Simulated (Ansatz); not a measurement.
Runs of Ansatz 0.2.0 on Si. It takes space group P6/mmm (No. 191, hexagonal). Conventional cell: a = 2.621 Å, b = 2.621 Å, c = 2.466 Å, α = 90.00°, β = 90.00°, γ = 120.00°. Si (site symmetry 6/mmm) is surrounded by 8 Si at 2.47 to 2.62 Å. This isn't the form of Si at room conditions, which is diamond.

```tsv
task	level	potentials or basis	cell	k mesh	cutoff (eV)	smearing	basis error allowed	mesh quality	gap on the mesh (eV)	pressure (GPa)
single point	r2SCAN50	all-electron PAW datasets made for the crystal	as given	6 × 6 × 6	200	gaussian 0.01 eV	-	coarse	1.33	0.8
single point	revPBE+D4	all-electron LAPW, scalar-relativistic	as given	12 × 12 × 11	188	gaussian 0.05 eV	0.001 eV/atom	not flagged	none	-3.9
relaxation of the atoms	PBEsol	all-electron LAPW, scalar-relativistic	atoms relaxed from: cell strained at random at fixed volume	12 × 12 × 11	-	fermi-dirac 0.1 eV	0.001 eV/atom	not flagged	-	0.8
single point	PBEsol	all-electron LAPW, scalar-relativistic	as given	12 × 12 × 11	189	gaussian 0.05 eV	0.001 eV/atom	not flagged	none	(a)
relaxation of cell and atoms	PBEsol	all-electron LAPW, scalar-relativistic	relaxed	12 × 12 × 11	-	gaussian 0.05 eV	0.001 eV/atom	not flagged	-	0.0
```

Alike in all rows: no spin polarisation.

Problem. Fill in the values left out.

Solution. (a) 0.5.

Caveats: some runs use coarse meshes; the k mesh is thin for a metal, which can move the energy by tens of meV per atom (some runs); pairwise dispersion overbinds metals, which lowers pressure and volume (some runs); the relaxation stopped at its first step, so nothing moved (some runs).

A k mesh can miss the band edges.

A gap of «none» marks a metal or a gap under the smearing width.

The runs don't all hold the same shells in valence.
